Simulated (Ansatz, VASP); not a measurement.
Pt in VASP and in Ansatz

Contents of INCAR:

```
SYSTEM = Pt
ALGO = Fast
EDIFF = 1E-6
ENCUT = 520
GGA = PS
ISIF = 2
ISMEAR = 0
LASPH = .True.
LCHARG = .False.
LREAL = .False.
LWAVE = .False.
NBANDS = 11
NELM = 100
PREC = Accurate
SIGMA = 0.15
```

The input KPOINTS:

```
k-points
0
Gamma
  20 20 20
  0 0 0
```

The input POSCAR:

```
Pt
1.0
    0.0000000000      1.9089525000      1.9579000000
    1.9089525000      0.0000000000      1.9579000000
    1.9089525000      1.9089525000      0.0000000000
Pt
1
Direct
    0.0000000000      0.0000000000      0.0000000000
```

Input for Ansatz:

```yaml
crystal:
  lattice:
    - [0.0, 1.9089525, 1.9579]
    - [1.9089525, 0.0, 1.9579]
    - [1.9089525, 1.9089525, 0.0]
  atoms:
    - { symbol: Pt, position: [0.0, 0.0, 0.0] }
basis:
  ecutwfc: 420
kpoints:
  mp_grid: { grid: [20, 20, 20] }
hamiltonian:
  xc: pbesol
scf:
  occupations: { method: gaussian, width: 0.15 }
output:
  forces: true
  stress: true
  eigenvalues: true
```

Change from the starting cell: strain -0.0250 x Voigt [1, 1, 0, 0, 0, 0], atoms carried along.

Alike in both runs: task single point; functional PBEsol; k mesh 20 × 20 × 20; occupations gaussian, width 0.15 eV; no spin polarisation.

```csv
,VASP,Ansatz
version,VASP 6.6.1,Ansatz 0.2.0
potentials or method,"VASP PAW PBE potentials, release 64 (Pt)","scalar-relativistic, plane waves, PAW"
plane-wave cutoff (eV),520,420
valence electrons in the cell,10,18
```

Ansatz gave:

| Quantity | Value |
| --- | --- |
| gap on the k mesh at the Fermi level (eV) | none |
| pressure (GPa) | 17.5 |
| largest component of the traceless stress (GPa) | 2.43 |

Q: Estimate VASP's values.

A: gap on the k mesh at the Fermi level (eV): none; pressure (GPa): 17.2; largest component of the traceless stress (GPa): 2.42.

A gap of «none» marks a metal or a gap that the smearing closes. With one functional, cell and mesh, what is left measures potentials, basis and numerics. The two sets of potentials don't hold the same shells in valence.

Caveats: so large a pressure means that the cell lies far from this level's equilibrium, or that cutoff or potentials fall short (VASP); the potentials were made for another functional, which shifts forces and pressure (VASP). Spin-orbit coupling is left out, which matters for the levels of Pt.
